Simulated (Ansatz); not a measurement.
Crystal: Ti3Al.

```
Ti Al
1.0
     0.00000    3.23178    3.23178
     3.23178    0.00000    3.23178
     3.23178    3.23178    0.00000
Ti Al
3 1
Cartesian
  0.0000 0.0000 0.0000
  1.6159 1.6159 1.6159
  4.8477 4.8477 4.8477
  3.2318 3.2318 3.2318
```

The cell comes from a database or a generator and needn't be the stable form of this composition.

| Quantity | Value |
| --- | --- |
| Program | Ansatz 0.2.0 |
| Task | single point |
| Functional | PBE |
| Potentials or basis | Ansatz PAW |
| Cutoff | 420 eV (not typed: the program's choice for these potentials) |
| k mesh | 7 × 7 × 7 |
| Occupations | fermi-dirac, width 0.05 eV |
| Spin | no spin polarisation |

On this cell: pressure -1.0 GPa; largest force zero by symmetry; band gap on the k mesh none (metal or under the smearing width).

The same run follows on a disturbed copy (atoms moved at random, drawn with an rms of 0.05 Å):

```
Ti Al
1.0
     0.00000    3.23178    3.23178
     3.23178    0.00000    3.23178
     3.23178    3.23178    0.00000
Ti Al
3 1
Direct
  0.00180 0.00089 0.99179
  0.25718 0.23317 0.25936
  0.75731 0.77006 0.73104
  0.49383 0.50191 0.50427
```

Q: What does the disturbed cell give?

A: The energy (extrapolated to zero smearing) moves by +11.0 meV/atom; pressure -0.7 GPa; largest force 0.505 eV/Å; band gap on the k mesh none (metal or under the smearing width).

Forces on the atoms (eV/Å):
```
Ti   0.048  0.092  0.065
Ti   0.151 -0.337  0.167
Ti  -0.013  0.134 -0.487
Al  -0.186  0.111  0.255
```

Stress tensor (GPa, compression positive):
```
-0.57 -1.02  0.76
-1.02 -0.66 -0.31
 0.76 -0.31 -0.75
```
